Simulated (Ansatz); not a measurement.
**K (diamond): energy against volume**

The calculation used DFT, PBE, plane waves (420 eV) with PAW, scalar-relativistic in Ansatz.

The cell is scaled uniformly from the relaxed one, with fractional coordinates and shape fixed. Energies are extrapolated to zero smearing, pressures are those at the given smearing. Magnetic state: spin not included.

A Birch-Murnaghan fit gives V₀ = 111.69 Å³/atom, B₀ = 1.2 GPa, B₀′ = 3.3.

**Question.** What are the energy above the minimum and the pressure at 107.354 Å³/atom?

**Answer.** 0.7 meV/atom and 0.05 GPa as computed.

**Question.** What are the energy above the minimum and the pressure at 120.774 Å³/atom?

**Answer.** 2.5 meV/atom and -0.08 GPa as computed.

**Question.** What are the energy above the minimum and the pressure at 125.247 Å³/atom?

**Answer.** 5.3 meV/atom and -0.11 GPa as computed.
